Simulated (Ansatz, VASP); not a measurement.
**Si: VASP beside Ansatz**

```xyz
4
Lattice="3.8492 0.0000 0.0000 0.0000 5.4436 0.0000 0.0000 0.0000 3.8906" Properties=species:S:1:pos:R:3 pbc="T T T"
Si    0.0000    0.0000    0.0000
Si    1.9246    2.7218    1.9453
Si    0.0000    1.3609    1.9453
Si    1.9246    4.0827    0.0000
```

Alike in both runs: task single point; functional PBE; k mesh 6 × 4 × 6; occupations gaussian, width 0.1 eV; no spin polarisation.

|  | VASP | Ansatz |
| --- | --- | --- |
| version | VASP 6.6.1 | Ansatz 0.2.0 |
| potentials or method | VASP PAW PBE potentials, release 64 (Si) | scalar-relativistic, plane waves, PAW |
| plane-wave cutoff (eV) | 520 | 420 |
| valence electrons in the cell | 16 | 16 |

Ansatz gave:

| Item | Value |
| --- | --- |
| gap on the k mesh at the Fermi level (eV) | 0.58 |
| least direct gap on the mesh (eV) | 0.63 |
| pressure (GPa) | 0.4 |
| largest component of the traceless stress (GPa) | 1.16 |
| rms of the force components (eV/Å) | 0.057 |

Estimate VASP's values.

gap on the k mesh at the Fermi level (eV): 0.59; least direct gap on the mesh (eV): 0.63; pressure (GPa): 0.3; largest component of the traceless stress (GPa): 1.16; rms of the force components (eV/Å): 0.057.

Atom by atom the forces differ by 0.000 eV/Å (rms over components).

A k mesh can miss the band edges. PBE gaps usually lie below the measured ones, often by a third to a half.
